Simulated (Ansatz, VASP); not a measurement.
## One calculation of Au, two programs

```
CELL_PARAMETERS angstrom
-1.65727 1.65727 1.65727
1.65727 -1.65727 1.65727
1.65727 1.65727 -1.65727
ATOMIC_POSITIONS crystal
Au 0.00000 0.00000 0.00000
```

This isn't the form of Au at room conditions, which is fcc.

Alike in both runs: task single point; functional r2SCAN; k mesh 20 × 20 × 20; occupations gaussian, width 0.15 eV; no spin polarisation.

|  | VASP | Ansatz |
| --- | --- | --- |
| version | VASP 6.6.1 | Ansatz 0.2.0 |
| potentials or method | VASP PAW PBE potentials, release 64 (Au) | scalar-relativistic, plane waves, PAW |
| plane-wave cutoff (eV) | 520 | 500 |
| valence electrons in the cell | 11 | 19 |

|  | VASP | Ansatz | Ansatz less VASP |
| --- | --- | --- | --- |
| gap on the k mesh at the Fermi level (eV) | none | none | - |
| pressure (GPa) | -4.5 | -4.7 | -0.21 |

A gap of «none» marks a metal or a gap that the smearing closes. The functional is the same, so the differences come from potentials, cutoffs and numerics. The two sets of potentials don't hold the same shells in valence.

Caveats: the PAW data sets were made with another functional, which shifts forces and pressure a little (VASP). The runs have no spin-orbit coupling, so splittings on Au are missing.
